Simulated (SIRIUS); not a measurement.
A run of SIRIUS 7.10.0 is set up as follows.

sirius.json

```json
{
  "control": {
    "processing_unit": "cpu",
    "verbosity": 2,
    "num_bands_to_print": 23,
    "print_forces": true,
    "print_stress": true
  },
  "parameters": {
    "electronic_structure_method": "pseudopotential",
    "xc_functionals": ["XC_GGA_X_B88", "XC_GGA_C_LYP"],
    "gk_cutoff": 9.0,
    "pw_cutoff": 18.0,
    "ngridk": [4, 4, 4],
    "shiftk": [0, 0, 0],
    "smearing": "fermi_dirac",
    "smearing_width": 0.0018374661,
    "num_bands": 23,
    "num_mag_dims": 0,
    "num_dft_iter": 100,
    "energy_tol": 1e-08,
    "density_tol": 1e-06
  },
  "iterative_solver": {
    "type": "davidson",
    "min_tolerance": 1e-09,
    "tolerance_scale": [0.1, 0.25]
  },
  "mixer": {
    "type": "anderson",
    "beta": 0.7,
    "max_history": 8
  },
  "settings": {
    "tol_ne": 1e-10,
    "pseudo_grid_cutoff": 6.5
  },
  "unit_cell": {
    "lattice_vectors": [
      [0.478003471545, 0.275975432973, 0.833876634513],
      [-0.478003471545, 0.275975432973, 0.833876634513],
      [0.0, -0.551950865946, 0.833876634513]
    ],
    "lattice_vectors_scale": 8.5163565957,
    "atom_coordinate_units": "lattice",
    "atom_types": ["Sb"],
    "atom_files": {
      "Sb": "Sb.json"
    },
    "atoms": {
      "Sb": [
        [0.76651, 0.76651, 0.76651],
        [0.23349, 0.23349, 0.23349]
      ]
    }
  }
}
```

Potentials or basis: PseudoDojo 0.4.1 PBE standard (scalar relativistic).

Launch:

```bash
$ upf_to_json Sb.upf
$ OMP_NUM_THREADS=1 sirius.scf --input=sirius.json --output=out.json --task=0
```

(1) Estimate the pressure.

(2) Predict the largest force.

## Answers

(1) 6.9 GPa.

(2) 0.063 eV/Å.

Caveat: the k mesh is coarse (spacing up to 0.44 Å⁻¹), so the values aren't converged; the potentials were made for another functional, which shifts forces and pressure.
